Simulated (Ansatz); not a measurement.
**Br (diamond type): how the settings move a single-point run**

How sensitive is a single-point run of Br (diamond type) to its settings? A reference run comes first, then one run with altered input.

Method: reference: DFT, PBE, all-electron LAPW, scalar-relativistic, in Ansatz 0.2.0.

1 further run of the same task is left out (it didn't finish). Runs told in other sessions of the task aren't counted.

## Step 1: The structure to begin with

It takes space group R-3m (No. 166, trigonal). The conventional cell has a = 4.570 Å, b = 4.570 Å, c = 11.195 Å, α = 90.00°, β = 90.00°, γ = 120.00°. Br (site symmetry 3m) has 1 Br at 2.13 Å in its first shell of neighbours.

Coordinates:

```xyz
2
Lattice="0.0000 3.2317 3.2317 3.2317 0.0000 3.2317 3.2317 3.2317 0.0000" Properties=species:S:1:pos:R:3 pbc="T T T"
Br   -0.6140   -1.0018   -1.0018
Br    0.6140    1.0018    1.0018
```

## Step 2: The reference run

File input.yaml:

```yaml
crystal:
  lattice:
    - [0.0, 3.2316520351, 3.2316520351]
    - [3.2316520351, 0.0, 3.2316520351]
    - [3.2316520351, 3.2316520351, 0.0]
  atoms:
    - { symbol: Br, position: [-0.215, -0.095, -0.095] }
    - { symbol: Br, position: [0.215, 0.095, 0.095] }
kpoints:
  mp_grid: { grid: [8, 8, 8] }
scf:
  occupations: { method: fermi_dirac, width: 0.05 }
hamiltonian:
  xc: pbe
  pseudopotentials: { kind: all_electron, lapw: { basis_error: 0.001 } }
output:
  forces: true
  stress: true
  eigenvalues: true
  populations: true
```

Started as:

```
$ ansatz run input.yaml --threads 1 --pin off --max-ram 2048MiB --backend cpu --events-out ev --progress --plain --runs-dir out
```

## Step 3: Changing settings: occupations.method cold, occupations.width 0.15, n_extra_bands 2

input.yaml, as its differences from that of step 2:

```diff
@@ -11,3 +11,4 @@
 scf:
-  occupations: { method: fermi_dirac, width: 0.05 }
+  occupations: { method: cold, width: 0.15 }
+  n_extra_bands: 2
 hamiltonian:
```

Q: Predict the outcome of this session. Wanted: for each run, ending; energy change; pressure; gap; force.

As calculated:

```
                                                                run     ending       energy change  pressure (GPa)  gap (eV)  force (eV/Å)  cycles  time
                                                          reference  converged                   0            13.9      1.01          3.07       8  60 s
1: occupations.method cold, occupations.width 0.15, n_extra_bands 2  converged  0.0 meV/atom (σ→0)            13.9      1.01          3.07       8  56 s
```

Residual by cycle in the longest SCF loop of each run; runs are numbered as in the table. The quantity is the density residual dr2, in eV.

```
cycle  reference    run 1
    1      0.409    0.409
    2     0.0633   0.0634
    3    0.00158  0.00156
    4     1.1e-4   1.1e-4
    5     4.0e-6   4.0e-6
    6     2.3e-7   2.2e-7
    7     1.8e-8   1.8e-8
    8    4.4e-10  4.5e-10
```

**Reading.** Changing the smearing and band count hardly moves the energy: 0.0 meV/atom. The structure is not at rest: the sound run finds 14 GPa, so these are no properties of the relaxed crystal. 

These are semilocal Kohn-Sham gaps, which aren't the measured quantity. Such gaps usually fall short of the measured ones.
